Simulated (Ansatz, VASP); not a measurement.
# One calculation of MgH2, two programs

```xyz
6
Lattice="4.5743 0.0000 0.0000 0.0000 4.5743 0.0000 0.0000 0.0000 2.7139" Properties=species:S:1:pos:R:3 pbc="T T T"
Mg    2.2871    0.0000   -0.3745
Mg    0.0000    2.2871   -0.3745
H     3.4307    3.4307    0.9827
H     1.1436    1.1436    0.9827
H     1.1436    3.4307    0.9827
H     3.4307    1.1436    0.9827
```

Alike in both runs: functional PBE; k mesh 4 × 4 × 4; occupations gaussian, width 0.1 eV; no spin polarisation.

Ansatz relaxed the structure, and its values are those at the end. VASP's run is a single point on that final structure, the one shown.

|  | VASP | Ansatz |
| --- | --- | --- |
| version | VASP 6.6.1 | Ansatz 0.2.0 |
| potentials or method | VASP PAW PBE potentials, release 64 (Mg, H) | scalar-relativistic, plane waves, PAW |
| plane-wave cutoff (eV) | 520 | 420 |
| valence electrons in the cell | 8 | 24 |

|  | VASP | Ansatz | Ansatz less VASP |
| --- | --- | --- | --- |
| gap on the k mesh at the Fermi level (eV) | none | none | - |
| pressure (GPa) | -0.3 | 0.1 | +0.32 |

A gap of «none» marks a metal or a gap that the smearing closes. With one functional, cell and mesh, what is left measures potentials, basis and numerics. The two sets of potentials don't hold the same shells in valence.

Caveats: the k mesh is coarse (spacing up to 0.58 Å⁻¹), so the values aren't converged.
